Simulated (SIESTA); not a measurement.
# W (I4/mmm) in SIESTA: a series of runs, part 2 of 2

SIESTA 5.4.2. The steps go on from the part before.

## (4) Band structure, PBE (cell strained along z)

W.fdf reads:

```
SystemName                      Tungsten
SystemLabel                     W
NumberOfSpecies                 1
NumberOfAtoms                   1
%block ChemicalSpeciesLabel
  1  74 W
%endblock ChemicalSpeciesLabel

LatticeConstant                 1.0 Ang
%block LatticeVectors
    -1.5823450000     1.5823450000     1.6456388000
     1.5823450000    -1.5823450000     1.6456388000
     1.5823450000     1.5823450000    -1.6456388000
%endblock LatticeVectors
AtomicCoordinatesFormat         Ang
%block AtomicCoordinatesAndAtomicSpecies
     0.0000000000     0.0000000000     0.0000000000  1
%endblock AtomicCoordinatesAndAtomicSpecies

%block kgrid.MonkhorstPack
   12   0   0  0.0
    0  12   0  0.0
    0   0  12  0.0
%endblock kgrid.MonkhorstPack
XC.Functional                   GGA
XC.Authors                      PBE
PAO.BasisSize                   DZP
PAO.EnergyShift                 0.003 Ry
Mesh.Cutoff                     800 Ry
OccupationFunction              FD
ElectronicTemperature           0.05 eV
MaxSCFIterations                120
SCF.MustConverge                false
SCF.Mixer.Method                Pulay
SCF.Mixer.Weight                0.25
SCF.Mixer.History               8
SCF.DM.Tolerance                5.0e-05
SCF.H.Tolerance                 1.0e-03 eV
WriteForces                     true
Charge.Mulliken                 end
Charge.Hirshfeld                end
Charge.Voronoi                  end
SaveRho                         true
SaveElectrostaticPotential      true
BandLinesScale                  ReciprocalLatticeVectors
%block BandLines
    1    0.000000   0.000000   0.000000  \Gamma
    8    0.000000   0.000000   0.500000  X
    8   -0.462278   0.462278   0.500000  Y
    2   -0.481139   0.481139   0.481139  S
   11    0.000000   0.000000   0.000000  \Gamma
   11    0.500000   0.500000  -0.500000  Z
    2    0.481139   0.518861  -0.481139  S1
    8    0.000000   0.500000   0.000000  N
    6    0.250000   0.250000   0.250000  P
    9    0.500000   0.500000  -0.462278  Y1
    2    0.500000   0.500000  -0.500000  Z
    1    0.000000   0.000000   0.500000  X
    6    0.250000   0.250000   0.250000  P
%endblock BandLines
%block PAO.Basis
  W 5
  n=5 0 2
    3.045 0.000
  n=6 0 2
    7.641 0.000
  n=5 1 2
    3.655 0.000
  n=6 1 1
    7.641
  n=5 2 2
    6.655 0.000
%endblock PAO.Basis
```

Potentials or basis: PseudoDojo 0.4 standard (PBE files), DZP (energy shift 0.003 Ry; two zetas on semicore shells).

On the command line:

```bash
$ siesta W.fdf > W.out 2>&1
```

W.out:

```text
Version         : 5.4.2

[... 6 lines left out ...]
 NOTE: Please see the manual for full details and compatibility measures.

reinit: Reading from file W.fdf

reinit: -----------------------------------------------------------------------
reinit: System Name: Tungsten
reinit: -----------------------------------------------------------------------
reinit: System Label: W
reinit: -----------------------------------------------------------------------

initatom: Reading input for the pseudopotentials and atomic orbitals ----------
Species number:   1 Atomic number:   74 Label: W

Ground state valence configuration (from tables):   6s02  6p00  5d04  5f00

---- Processing specs for species: W
Reading pseudopotential information in PSML from:
  W.psml
PSML file version: 1.1
Using libxc ids:  101 130
GGA--PBE XC_GGA_X_PBE--XC_GGA_C_PBE pb
Semicore shell(s) with  8 electrons included in the valence for W

---- Pseudopotential check for W

Pseudized shells:
5s( 2.00) rc: 1.60
5p( 6.00) rc: 1.60
5d( 4.00) rc: 1.60
5f( 0.00) rc: 2.00
Valence configuration for ps generation: 5s:5p:5d:6s: Total charge:  14.000000
[... 476 lines left out ...]
siesta:    -0.005338    0.000005    0.000005
siesta:     0.000005   -0.005338    0.000005
siesta:     0.000005    0.000005    0.067075

siesta: Cell volume =         16.481505 Ang**3

siesta: Pressure (static):
siesta:                Solid            Molecule  Units
siesta:          -0.00020476         -0.00020476  Ry/Bohr**3
siesta:          -0.01879982         -0.01879982  eV/Ang**3
siesta:         -30.12062515        -30.12062515  kBar

Basis Enthalpy Calculation:
    Basis Pressure for species 1(W) :      0.2000000 GPa

    Orbital volume contribution        =           1.166078 eV
    (Free)E + p_basis*V_orbitals       =       -2062.520969 eV
    (Free)Eharris+ p_basis*V_orbitals  =       -2062.520969 eV

mulliken: Atomic and Orbital Populations:

Species: W
Atom  Qatom  Qorb
               5s      5s      6s      6s      5py     5pz     5px     5py
               5pz     5px     6py     6pz     6px     5dxy    5dyz    5dz2
               5dxz    5dx2-y2 5dxy    5dyz    5dz2    5dxz    5dx2-y2
   1 14.000   1.830   0.032   0.800  -0.148   1.927   1.928   1.927   0.069
              0.071   0.069   0.243   0.231   0.243   1.306   1.340   0.834

              1.340   0.899  -0.224  -0.237  -0.109  -0.237  -0.134

mulliken: Qtot =       14.000

Mulliken Atomic Populations:
Atom #   charge [q] valence [e]  Species
     1    -0.000000   14.000000  W
 Total    -0.000000

Hirshfeld Atomic Populations:
Atom #   charge [q] valence [e]  Species
     1     0.000000   14.000000  W
 Total     0.000000

Voronoi Atomic Populations:
Atom #   charge [q] valence [e]  Species
     1     0.000000   14.000000  W
 Total     0.000000

Job completed
```

Run time: 31 s. Hardware: 1 thread of Arm Neoverse V2, shared host; peak memory 0.2 GiB.

Results:

```
Free energy            : -2063.6870 eV
Pressure               : -3.0 GPa
Band gap on the k mesh : none (metal or under the smearing width)
```

Stress tensor (GPa, compression positive):
```
  0.86   0.00   0.00
  0.00   0.86   0.00
  0.00   0.00 -10.75
```

Levels at the corners of the path, in eV from the Fermi level:
| point | band 4 | band 5 | band 6 | band 7 | band 8 | band 9 | band 10 | band 11 |
| --- | --- | --- | --- | --- | --- | --- | --- | --- |
| Γ | -37.81 | -9.40 | -1.28 | -1.28 | -0.80 | 1.86 | 2.52 | 29.85 |
| X | -37.83 | -5.98 | -3.68 | 0.89 | 2.57 | 3.27 | 5.91 | 11.08 |
| Y | -38.56 | -5.51 | -5.40 | 4.59 | 4.62 | 5.02 | 8.61 | 9.43 |
| S | -38.56 | -5.53 | -5.42 | 4.72 | 4.84 | 4.98 | 8.43 | 9.30 |
| Γ | -37.81 | -9.40 | -1.28 | -1.28 | -0.80 | 1.86 | 2.52 | 29.85 |
| Z | -38.57 | -5.55 | -5.45 | 4.84 | 5.01 | 5.01 | 8.22 | 9.47 |
| S1 | -38.56 | -5.53 | -5.42 | 4.72 | 4.84 | 4.98 | 8.43 | 9.30 |
| N | -37.81 | -6.01 | -3.17 | 0.59 | 1.81 | 3.05 | 5.79 | 10.70 |
| P | -38.37 | -2.99 | -2.77 | -2.77 | 2.97 | 3.37 | 9.32 | 12.34 |
| Y1 | -38.56 | -5.51 | -5.40 | 4.59 | 4.62 | 5.02 | 8.61 | 9.43 |
| Z | -38.57 | -5.55 | -5.45 | 4.84 | 5.01 | 5.01 | 8.22 | 9.47 |
| X | -37.83 | -5.98 | -3.68 | 0.89 | 2.57 | 3.27 | 5.91 | 11.08 |
| P | -38.37 | -2.99 | -2.77 | -2.77 | 2.97 | 3.37 | 9.32 | 12.34 |

Caveat: short orbitals over semicore shells can move pressures by several GPa; spin-orbit coupling is left out, which moves the levels of the heavy elements; the basis of atomic orbitals isn't converged, which shifts pressures, moduli and gaps.
